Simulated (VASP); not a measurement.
SrO:

```
Sr O
1.0
     0.00000    2.56630    2.56630
     2.56630    0.00000    2.56630
     2.56630    2.56630    0.00000
Sr O
1 1
Direct
  0.50000 0.50000 0.50000
  0.00000 0.00000 0.00000
```

Program: VASP 6.6.1. Alike in all runs: cell as given; cutoff (eV) 520.

Order these runs on this cell by their pressure, lowest first.
A. level PBEsol; potentials or basis VASP PAW PBE potentials, release 64 (Sr_sv, O); spin off; k mesh 9 × 9 × 9; smearing fermi-dirac 0.05 eV; ladder free
B. level LDA; potentials or basis VASP PAW LDA potentials, release 64 (Sr_sv, O); spin off; k mesh 9 × 9 × 9; smearing fermi-dirac 0.05 eV
C. level PW91; potentials or basis VASP PAW PBE potentials, release 64 (Sr_sv, O); spin off; k mesh 9 × 9 × 9; smearing fermi-dirac 0.05 eV
D. level HSE06; potentials or basis VASP PAW PBE potentials, release 64 (Sr_sv, O); spin SOC, no magnetisation; k mesh 6 × 6 × 6; smearing gaussian 0.02 eV; ladder free; grid for exact exchange (PRECFOCK) Fast; screening parameter 0.2 1/A
E. level revPBE; potentials or basis VASP PAW PBE potentials, release 64 (Sr_sv, O); spin off; k mesh 9 × 9 × 9; smearing fermi-dirac 0.05 eV

B (-3.1 GPa), A (0.1 GPa), D (1.7 GPa), C (3.5 GPa), E (6.2 GPa).

Caveats: the PAW data sets were made with another functional, which shifts forces and pressure a little (some runs).

Not every run made on this cell is shown here.
